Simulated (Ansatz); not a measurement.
# Stress against strain in TiB2

```
CELL_PARAMETERS angstrom
3.02920 0.00000 0.00000
-1.51460 2.62336 0.00000
0.00000 0.00000 3.22840
ATOMIC_POSITIONS crystal
Ti 0.00000 0.00000 0.00000
B 0.33333 0.66667 0.50000
B 0.66667 0.33333 0.50000
```

Atoms are numbered in the order listed.

The conventional cell has a = 3.029 Å, b = 3.029 Å, c = 3.228 Å, α = 90.00°, β = 90.00°, γ = 120.00°. Ti (atom 1) is surrounded by 12 B at 2.38 Å. Around B (atom 2) lie 3 B at 1.75 Å.

The cell comes from COD entry 2002799, which wasn't checked; take it as a given geometry.

The calculation used Ansatz 0.2.0, DFT, PBEsol, all-electron LAPW, scalar-relativistic.

Numerical set-up: a Γ-centred 14×14×11 k mesh, Fermi–Dirac smearing of 0.03 eV, basis error target 1 meV/atom, no spin polarisation.

The strain is applied along the Cartesian axes of the cell as listed (γ is the engineering shear, twice εxy = εyz = εzx). Fractional coordinates are held (clamped ions).

σ is the change of stress from the unstrained cell, which is at -5.19 GPa; tension is positive, so slopes are stress–strain coefficients at that pressure. In a metal the k mesh adds noise.

Only quantities that a quadratic follows smoothly over the whole series are listed; rougher ones are left out.

```tsv
γ	σxy (GPa)	σyz (GPa)
-0.0200	-6.06	-5.29
0.0000	0.00	0.00
0.0100	2.92	2.54
0.0200	5.76	5.00
```

**Question.** Fit the series and read off the stiffness at zero strain.

**Answer.** Least-squares fits y = p0 + p1 x + p2 x² to the rows give σxy (GPa): p1 = 296, p2 = -380; σyz (GPa): p1 = 257, p2 = -370.

**Question.** One run, at γ = -0.0100, is withheld. Predict its row.

**Answer.** The fits give -2.99, -2.61; the run gave -3.00, -2.61.
